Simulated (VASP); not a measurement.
KI under changes of volume

One of the cells (44.973 Å³/atom); the others are scaled copies at fixed shape and fractional positions:

```xyz
2
Lattice="0.0000 3.5562 3.5562 3.5562 0.0000 3.5562 3.5562 3.5562 0.0000" Properties=species:S:1:pos:R:3 pbc="T T T"
I     3.5562    3.5562    3.5562
K     0.0000    0.0000    0.0000
```

- Program: VASP 6.6.1
- Functional: PBE
- Potentials or basis: VASP PAW PBE potentials, release 64 (I, K_sv)
- Cutoff: 520 eV
- k mesh: 7 × 7 × 7
- Occupations: fermi-dirac, width 0.05 eV
- Spin: no spin polarisation

```tsv
volume (Å³/atom)	energy over the lowest point (meV/atom)	pressure (GPa)	gap on the mesh (eV)
41.445	?	?	?
42.327	14.42	1.2	4.06
43.209	8.54	0.9	4.01
44.973	1.60	0.4	3.92
45.854	0.20	0.1	3.87
46.736	0.00	-0.1	3.83
```

What does the run at 41.445 Å³/atom give?

Energy over the lowest point 22.15 meV/atom; pressure 1.6 GPa; gap on the mesh 4.11 eV.

Worked out: A Birch-Murnaghan fit of order 3 (a polynomial in V^(-2/3)) to the other rows has its minimum at 46.45 Å³/atom with B0 = V·E''(V) = 10.6 GPa and B' = 4.8. It gives 22.16 meV/atom at 41.445 Å³/atom, against the run's 22.15, and -dE/dV = 1.6 GPa, against 1.6. A straight line through the other rows of the gap, of slope -2.33 eV per unit of ln V (its deformation potential), extrapolates to 4.11 eV, against the run's 4.11.

Energies are extrapolated to zero smearing.

Caveats: spin-orbit coupling is left out, which moves the levels of the heavy elements; an odd mesh through Γ misses points on the zone boundary, where band edges often lie (some runs).
